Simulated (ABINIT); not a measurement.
# Si2Mo (I4/mmm) in ABINIT: further runs

The runs below take Si2Mo through single point, with LDA, PBE.

All numbers are computed with ABINIT 10.8.3 (patched build); they aren't measurements. Logs are shortened: lines on timing, memory, paths and dates and some standing lists are left out, and cuts for length are marked. The log counts tension as positive stress, the text compression.

## Step 1: The structure

Symmetry: I4/mmm, No. 139, tetragonal system. The conventional cell has a = 3.200 Å, b = 3.200 Å, c = 7.861 Å, α = 90.00°, β = 90.00°, γ = 90.00°. Mo (site symmetry 4/mmm) has 10 Si at 2.62 Å as nearest neighbours. Si (site symmetry 4mm) is surrounded by 5 Si at 2.61 to 2.63 Å and 5 Mo at 2.62 Å.

## Step 2: Single point, LDA

Input file run.abi:

```
# Pseudopotentials
pp_dirpath "./"
pseudos "Mo.LDA_PW-JTH.xml, Si.LDA_PW-JTH.xml"

# Structure
acell 3*1.0 Angstrom
rprim
    -1.6000000000     1.6000000000     3.9305000000
     1.6000000000    -1.6000000000     3.9305000000
     1.6000000000     1.6000000000    -3.9305000000
ntypat 2
znucl 42 14
natom 3
typat 1 2 2
xcart
     0.0000000000     0.0000000000     0.0000000000
     0.0000000000     0.0000000000     9.9083764228
     0.0000000000     0.0000000000     4.9467606429

# Plane-wave basis
ecut 13.0
pawecutdg 26.0

# k points
kptopt 1
ngkpt 9 9 9
nshiftk 1
shiftk 0.0 0.0 0.0

# Exchange and correlation
ixc 7

# Bands and occupations
nband 15
occopt 3
tsmear 0.00183747

# SCF cycle
nstep 100
tolvrs 1.0e-9

# Output
iomode 3
prtwf 0
prtden 0
prteig 0
prtebands 0
enunit 2
```

Potentials or basis: JTH PAW LDA v2.0.

The run is started by

```console
abinit run.abi > log 2>&1
```

run.abo:

```text
.Version 10.8.3 of ABINIT
 Symmetries : space group I4/m m m (#139); Bravais tI (body-center tetrag.)
================================================================================
 Values of the parameters that define the memory need of the present run
     intxc =       0    ionmov =       0      iscf =      17    lmnmax =      18
     lnmax =       6     mgfft =      30  mpssoang =       3    mqgrid =    3001
     natom =       3  nloc_mem =       2    nspden =       1   nspinor =       1
    nsppol =       1      nsym =      16    n1xccc =       1    ntypat =       2
    occopt =       3   xclevel =       1
       mpw =         620          nfft =       27000          nkpt =          75
 PAW method is used; the additional fine FFT grid is defined by:
   mgfftf=        40    nfftf =     64000
================================================================================
================================================================================

--------------------------------------------------------------------------------
------------- Echo of variables that govern the present computation ------------
--------------------------------------------------------------------------------
 -outvars: echo values of preprocessed input variables --------
            acell      1.8897261259E+00  1.8897261259E+00  1.8897261259E+00 Bohr
              amu      9.59400000E+01  2.80855000E+01
             ecut      1.30000000E+01 Hartree
           enunit           2
                       outvar_i_n : Printing only first  50 k-points.
              ixc           7
                       outvar_i_n : Printing only first  50 k-points.
         kptrlatt        9    0    0      0    9    0      0    0    9
          kptrlen      5.44241124E+01
            natom           3
            nband          15
            ngfft          30      30      30
          ngfftdg          40      40      40
             nkpt          75
            nstep         100
             nsym          16
           ntypat           2
                       prtocc : prtvol=0, do not print more k-points.
           occopt           3
        pawecutdg      2.60000000E+01 Hartree
           prtden           0
        prtebands           0
           prteig           0
            prtwf           0
            rprim     -1.6000000000E+00  1.6000000000E+00  3.9305000000E+00
                       1.6000000000E+00 -1.6000000000E+00  3.9305000000E+00
                       1.6000000000E+00  1.6000000000E+00 -3.9305000000E+00
          spgroup         139
           tolvrs      1.00000000E-09
           tsmear      1.83747000E-03 Hartree
            typat      1  2  2
           useylm           1
                       outvars : Printing only first  50 k-points.
           xangst      0.0000000000E+00  0.0000000000E+00  0.0000000000E+00
                      -6.9070602177E-17  6.9070602177E-17  5.2432869991E+00
                      -1.9747239793E-17  1.9747239793E-17  2.6177130009E+00
            xcart      0.0000000000E+00  0.0000000000E+00  0.0000000000E+00
                      -1.3052452147E-16  1.3052452147E-16  9.9083764278E+00
                      -3.7316874952E-17  3.7316874952E-17  4.9467606479E+00
             xred      0.0000000000E+00  0.0000000000E+00  0.0000000000E+00
                       6.6699999989E-01  6.6699999989E-01  0.0000000000E+00
                       3.3300000011E-01  3.3300000011E-01  0.0000000000E+00
            znucl       42.00000   14.00000

================================================================================

 chkinp: Checking input parameters for consistency.

================================================================================
== DATASET  1 ==================================================================

--- !DatasetInfo
iteration_state: {dtset: 1, }
dimensions: {natom: 3, nkpt: 75, mband: 15, nsppol: 1, nspinor: 1, nspden: 1, mpw: 620, }
cutoff_energies: {ecut:  13.0, pawecutdg:  26.0, }
electrons: {nelect:   2.20000000E+01, charge:   0.00000000E+00, occopt:   3.00000000E+00, tsmear:   1.83747000E-03, }
meta: {optdriver: 0, ionmov: 0, optcell: 0, iscf: 17, paral_kgb: 0, }
...

 Exchange-correlation functional for the present dataset will be:
  LDA: Perdew-Wang 92 LSD fit to Ceperley-Alder data - ixc=7
  J.P.Perdew and Y.Wang, PRB 45, 13244 (1992)

 Real(R)+Recip(G) space primitive vectors, cartesian coordinates (Bohr,Bohr^-1):
 R(1)= -3.0235618  3.0235618  7.4275685  G(1)=  0.0000000  0.1653679  0.0673168
 R(2)=  3.0235618 -3.0235618  7.4275685  G(2)=  0.1653679  0.0000000  0.0673168
 R(3)=  3.0235618  3.0235618 -7.4275685  G(3)=  0.1653679  0.1653679  0.0000000
 Unit cell volume ucvol=  2.7160913E+02 bohr^3
 Angles (23,13,12)=  1.38683989E+02  1.38683989E+02  5.98570360E+01 degrees

 Coarse grid specifications (used for wave-functions):

 getcut: wavevector=  0.0000  0.0000  0.0000  ngfft=  30  30  30
         ecut(hartree)=     13.000   => boxcut(ratio)=   2.15847

 Fine grid specifications (used for densities):

 getcut: wavevector=  0.0000  0.0000  0.0000  ngfft=  40  40  40
         ecut(hartree)=     26.000   => boxcut(ratio)=   2.03332

--- Pseudopotential description ------------------------------------------------
- pspini: atom type   1  psp file is ./Mo.LDA_PW-JTH.xml
 Pseudopotential format is: paw10
 basis_size (lnmax)=  6 (lmn_size= 18), orbitals=   0   0   1   1   2   2
 Spheres core radius: rc_sph= 2.20740211
 Shapefunction is SIN type: shapef(r)=[sin(pi*r/rshp)/(pi*r/rshp)]**2
 Radius for shape functions =  1.91008465
 Compensation charge density is not taken into account in XC energy/potential

- pspini: atom type   2  psp file is ./Si.LDA_PW-JTH.xml
 Pseudopotential format is: paw10
 basis_size (lnmax)=  4 (lmn_size=  8), orbitals=   0   0   1   1
 Spheres core radius: rc_sph= 1.90944987
 Shapefunction is BESSEL type: shapef(r,l)=aa(1,l)*jl(q(1,l)*r)+aa(2,l)*jl(q(2,l)*r)
 Radius for shape functions =  1.60149249
 Compensation charge density is not taken into account in XC energy/potential

   7.69681009E+02                                ecore*ucvol(ha*bohr**3)
--------------------------------------------------------------------------------

================================================================================

--- !BeginCycle
iteration_state: {dtset: 1, }
solver: {iscf: 17, nstep: 100, nline: 4, wfoptalg: 10, }
tolerances: {tolvrs: 1.00E-09, }
...

     iter   Etot(hartree)      deltaE(h)  residm     nres2
 ETOT  1  -76.820868785389    -7.682E+01 2.189E+00 8.894E+00
 ETOT  2  -77.166120621534    -3.453E-01 3.155E-02 2.488E+00
 ETOT  3  -77.159228671134     6.892E-03 1.372E-02 3.429E-01
 ETOT  4  -77.159000366857     2.283E-04 4.282E-03 1.896E-02
 ETOT  5  -77.159307639950    -3.073E-04 2.121E-03 1.795E-03
 ETOT  6  -77.159378675681    -7.104E-05 7.059E-04 2.400E-03
 ETOT  7  -77.159387138183    -8.463E-06 6.654E-04 7.102E-06
 ETOT  8  -77.159393432815    -6.295E-06 2.444E-04 6.903E-05
 ETOT  9  -77.159394922387    -1.490E-06 1.697E-04 3.388E-07
 ETOT 10  -77.159395442968    -5.206E-07 8.901E-05 8.357E-06
 ETOT 11  -77.159395604690    -1.617E-07 6.136E-05 1.240E-07
 ETOT 12  -77.159395669899    -6.521E-08 5.590E-05 8.621E-08
 ETOT 13  -77.159395693575    -2.368E-08 4.289E-05 8.683E-09
 ETOT 14  -77.159395702858    -9.283E-09 5.259E-05 1.699E-09
 ETOT 15  -77.159395706718    -3.860E-09 3.973E-05 3.328E-10

 At SCF step   15       nres2   =  3.33E-10 < tolvrs=  1.00E-09 =>converged.

 Cartesian components of stress tensor (hartree/bohr^3)
  sigma(1 1)=  1.81748268E-04  sigma(3 2)=  0.00000000E+00
  sigma(2 2)=  1.81748268E-04  sigma(3 1)=  0.00000000E+00
  sigma(3 3)=  2.54844043E-04  sigma(2 1)=  0.00000000E+00

--- !ResultsGS
iteration_state: {dtset: 1, }
comment   : Summary of ground state results
lattice_vectors:
- [ -3.0235618,   3.0235618,   7.4275685, ]
- [  3.0235618,  -3.0235618,   7.4275685, ]
- [  3.0235618,   3.0235618,  -7.4275685, ]
lattice_lengths: [   8.57045,    8.57045,    8.57045, ]
lattice_angles: [138.684, 138.684,  59.857, ] # degrees, (23, 13, 12)
lattice_volume:   2.7160913E+02
convergence: {deltae: -3.860E-09, res2:  3.328E-10, residm:  3.973E-05, diffor: null, }
etotal    :  -7.71593957E+01
entropy   :   0.00000000E+00
fermie    :   4.44443297E-01
cartesian_stress_tensor: # hartree/bohr^3
- [  1.81748268E-04,   0.00000000E+00,   0.00000000E+00, ]
- [  0.00000000E+00,   1.81748268E-04,   0.00000000E+00, ]
- [  0.00000000E+00,   0.00000000E+00,   2.54844043E-04, ]
pressure_GPa:  -6.0641E+00
xred      :
- [  0.0000E+00,   0.0000E+00,   0.0000E+00, Mo]
- [  6.6700E-01,   6.6700E-01,   0.0000E+00, Si]
- [  3.3300E-01,   3.3300E-01,   0.0000E+00, Si]
cartesian_forces: # hartree/bohr
- [  3.82490054E-19,   3.82490054E-19,  -2.12414305E-31, ]
- [ -1.18937738E-18,  -1.18937738E-18,  -7.71941780E-03, ]
- [  8.06887327E-19,   8.06887327E-19,   7.71941780E-03, ]
force_length_stats: {min:   5.40922622E-19, max:   7.71941780E-03, mean:   5.14627853E-03, }
...

 Integrated electronic density in atomic spheres:
 ------------------------------------------------
 Atom  Sphere_radius  Integrated_density
    1        2.20740         11.39688916
    2        1.90945          1.55505386
    3        1.90945          1.55505386

================================================================================

 ----iterations are completed or convergence reached----

 Mean square residual over all n,k,spin=   91.808E-09; max=  39.730E-06
 reduced coordinates (array xred) for    3 atoms
       0.000000000000      0.000000000000      0.000000000000
       0.666999999885      0.666999999885      0.000000000000
       0.333000000115      0.333000000115      0.000000000000
 rms dE/dt=  4.6815E-02; max dE/dt=  5.7337E-02; dE/dt below (all hartree)
    1       0.000000000000      0.000000000000      0.000000000000
    2       0.057336504753      0.057336504753     -0.057336504753
    3      -0.057336504753     -0.057336504753      0.057336504753

 cartesian coordinates (angstrom) at end:
    1      0.00000000000000     0.00000000000000     0.00000000000000
    2     -0.00000000000000     0.00000000000000     5.24328699909929
    3     -0.00000000000000     0.00000000000000     2.61771300090071

 cartesian forces (hartree/bohr) at end:
    1      0.00000000000000     0.00000000000000    -0.00000000000000
    2     -0.00000000000000    -0.00000000000000    -0.00771941779609
    3      0.00000000000000     0.00000000000000     0.00771941779609
 frms,max,avg= 3.6389684E-03 7.7194178E-03   0.000E+00  0.000E+00  0.000E+00 h/b

 cartesian forces (eV/Angstrom) at end:
    1      0.00000000000000     0.00000000000000    -0.00000000000000
    2     -0.00000000000000    -0.00000000000000    -0.39694842305783
    3      0.00000000000000     0.00000000000000     0.39694842305783
 frms,max,avg= 1.8712328E-01 3.9694842E-01   0.000E+00  0.000E+00  0.000E+00 e/A
 length scales=  1.889726125908  1.889726125908  1.889726125908 bohr
              =  1.000000000000  1.000000000000  1.000000000000 angstroms
 Fermi (or HOMO) energy (hartree) =   0.44444   Average Vxc (hartree)=  -0.45349
 Eigenvalues (hartree) for nkpt=  75  k points:
 kpt#   1, nband= 15, wtk=  0.00137, kpt=  0.0000  0.0000  0.0000 (reduced coord)
  -1.78019   -0.83271   -0.82877   -0.82877   -0.04674    0.21459    0.31864    0.33515
   0.34917    0.34917    0.46262    0.55804    0.56641    0.58078    0.58078
      occupation numbers for kpt#   1
   2.00000    2.00000    2.00000    2.00000    2.00000    2.00000    2.00000    2.00000
   2.00000    2.00000    0.00010    0.00000    0.00000    0.00000    0.00000
 prteigrs : prtvol=0 or 1, do not print more k-points.

 Fermi (or HOMO) energy (eV) =  12.09392   Average Vxc (eV)= -12.34001
 Eigenvalues (   eV  ) for nkpt=  75  k points:
 kpt#   1, nband= 15, wtk=  0.00137, kpt=  0.0000  0.0000  0.0000 (reduced coord)
 -48.44131  -22.65925  -22.55211  -22.55211   -1.27173    5.83936    8.67071    9.11984
   9.50141    9.50141   12.58845   15.18493   15.41291   15.80384   15.80392
 prteigrs : prtvol=0 or 1, do not print more k-points.

--- !EnergyTerms
iteration_state     : {dtset: 1, }
comment             : Components of total free energy in Hartree
kinetic             :  1.30448880807868E+01
hartree             :  1.64415810250122E+01
xc                  : -8.78883992199419E+00
Ewald energy        : -6.27502804133537E+01
psp_core            :  2.83378183205012E+00
local_psp           : -4.97854812855828E+01
PAW spherical_terms :  1.18450745509905E+01
internal            : -7.71592761320910E+01
'-kT*entropy'       : -1.14919432567539E-04
total_energy        : -7.71593910515236E+01
total_energy_eV     : -2.09961399240770E+03
...

--- !EnergyTermsDC
iteration_state     : {dtset: 1, }
comment             : '"Double-counting" decomposition of free energy'
band_energy         : -4.77203468054275E+00
Ewald energy        : -6.27502804133537E+01
psp_core            :  2.83378183205012E+00
xc_dc               : -1.65179130983909E+01
PAW spherical_terms :  4.04716557295165E+00
internal            : -7.71592807872855E+01
'-kT*entropy'       : -1.14919432567539E-04
total_energy_dc     : -7.71593957067181E+01
total_energy_dc_eV  : -2.09961411908199E+03
...

--- !EnergyTermsWithPAWCore
iteration_state     : {dtset: 1, }
comment             : 'Components of total free energy, including PAW core contributions'
Total energy        : -4.62300972914966E+03
Total energy DC     : -4.62300973380486E+03
Total energy (eV)   : -1.25798503358819E+05
Total energy DC (eV): -1.25798503485494E+05
...

 Cartesian components of stress tensor (hartree/bohr^3)
  sigma(1 1)=  1.81748268E-04  sigma(3 2)=  0.00000000E+00
  sigma(2 2)=  1.81748268E-04  sigma(3 1)=  0.00000000E+00
  sigma(3 3)=  2.54844043E-04  sigma(2 1)=  0.00000000E+00

-Cartesian components of stress tensor (GPa)         [Pressure= -6.0641E+00 GPa]
- sigma(1 1)=  5.34721867E+00  sigma(3 2)=  0.00000000E+00
- sigma(2 2)=  5.34721867E+00  sigma(3 1)=  0.00000000E+00
- sigma(3 3)=  7.49777059E+00  sigma(2 1)=  0.00000000E+00

== END DATASET(S) ==============================================================
================================================================================

 -outvars: echo values of variables after computation  --------
            acell      1.8897261259E+00  1.8897261259E+00  1.8897261259E+00 Bohr
           etotal     -7.7159395707E+01
            fcart      3.8249005420E-19  3.8249005420E-19 -2.1241430522E-31
                      -1.1893773816E-18 -1.1893773816E-18 -7.7194177961E-03
                       8.0688732742E-19  8.0688732742E-19  7.7194177961E-03
            rprim     -1.6000000000E+00  1.6000000000E+00  3.9305000000E+00
                       1.6000000000E+00 -1.6000000000E+00  3.9305000000E+00
                       1.6000000000E+00  1.6000000000E+00 -3.9305000000E+00
           strten      1.8174826834E-04  1.8174826834E-04  2.5484404266E-04
                       0.0000000000E+00  0.0000000000E+00  0.0000000000E+00
           xangst      0.0000000000E+00  0.0000000000E+00  0.0000000000E+00
                      -6.9070602177E-17  6.9070602177E-17  5.2432869991E+00
                      -1.9747239793E-17  1.9747239793E-17  2.6177130009E+00
             xred      0.0000000000E+00  0.0000000000E+00  0.0000000000E+00
                       6.6699999989E-01  6.6699999989E-01  0.0000000000E+00
                       3.3300000011E-01  3.3300000011E-01  0.0000000000E+00
 Calculation completed.
```

Run time: 42 s. Hardware: 1 thread of Arm Neoverse V2, shared host; peak memory 0.1 GiB.

What came out:

```
Free energy                                           : -2099.6141 eV
Pressure                                              : -6.1 GPa
Largest force                                         : 0.397 eV/Å
Band gap on the k mesh                                : none (metal or under the smearing width)
Valence electrons inside the program's atomic spheres : Mo 11.40; Si 1.56
```

Forces in eV/Å, atoms in the order of the input:
```
Mo   0.000  0.000  0.000
Si   0.000  0.000 -0.397
Si   0.000  0.000  0.397
```

## Step 3: Single point, PBE

Input file run.abi:

```
# Pseudopotentials
pp_dirpath "./"
pseudos "Mo.upf, Si.upf"

# Structure
acell 4.5352872291 4.5352872291 4.5352872291 Angstrom
rprim
    -0.3527891221     0.3527891221     0.8666485278
     0.3527891221    -0.3527891221     0.8666485278
     0.3527891221     0.3527891221    -0.8666485278
ntypat 2
znucl 42 14
natom 3
typat 1 2 2
xred
     0.0000000000     0.0000000000     0.0000000000
     0.6670000000     0.6670000000     0.0000000000
     0.3330000000     0.3330000000     0.0000000000

# Plane-wave basis
ecut 35.0

# k points
kptopt 1
ngkpt 9 9 9
nshiftk 1
shiftk 0.0 0.0 0.0

# Exchange and correlation
ixc 11

# Bands and occupations
nband 15
occopt 3
tsmear 0.00183747

# SCF cycle
nstep 100
tolvrs 1.0e-10

# Output
iomode 3
prtwf 0
prtden 0
prteig 0
prtebands 0
enunit 1
```

Potentials or basis: PseudoDojo NC SR PBE v0.4.1 standard.

The run is started by

```console
mpirun --bind-to none -np 4 abinit run.abi > log 2>&1
```

It took 55 s on 4 MPI ranks of Intel Xeon Platinum 8259CL at 2.50GHz (Skylake/Cascade Lake), shared host; peak memory 0.36 GiB.

Results (log left out):

- Free energy: -2144.1285 eV
- Pressure: 2.0 GPa
- Largest force: 0.303 eV/Å
- Band gap on the k mesh: none (metal or under the smearing width)
- Valence electrons inside the program's atomic spheres: Mo 10.61; Si 1.77

Forces on the atoms (eV/Å):
```
Mo   0.000  0.000  0.000
Si   0.000  0.000 -0.303
Si   0.000  0.000  0.303
```

Stress tensor (GPa, compression positive):
```
2.48 0.00 0.00
0.00 2.48 0.00
0.00 0.00 1.01
```

Levels at points of the mesh, in eV from the Fermi level:
```
           k point  band 7  band 8  band 9  band 10  band 11  band 12  band 13  band 14  band 15
(0.00, 0.00, 0.00)   -3.41   -2.95   -2.60    -2.60     0.48     3.14     3.19     3.71     4.12
```
